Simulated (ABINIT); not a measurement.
Crystal: Mo.

```
Mo
1.0
    -1.58381    1.58381    1.58381
     1.58381   -1.58381    1.58381
     1.58381    1.58381   -1.58381
Mo
1
Direct
  0.00000 0.00000 0.00000
```

Base run:

- Program: ABINIT 10.8.3 (patched build)
- Functional: BP86
- Potentials or basis: JTH PAW PBE v2.0
- Cutoff: 408 eV
- k mesh: 12 × 12 × 12
- Occupations: fermi-dirac, width 0.05 eV
- Spin: spin-orbit coupling, no magnetisation

Its results: band gap on the k mesh none (metal or under the smearing width); pressure -0.4 GPa.

Question: The run is repeated on the same cell with these changes: functional from BP86 to revPBE. What comes out?

Answer: Band gap on the k mesh none (metal or under the smearing width); pressure 0.7 GPa.

Caveats: the PAW data sets were made with another functional, which shifts forces and pressure a little.

Not every run made on this cell is shown here.
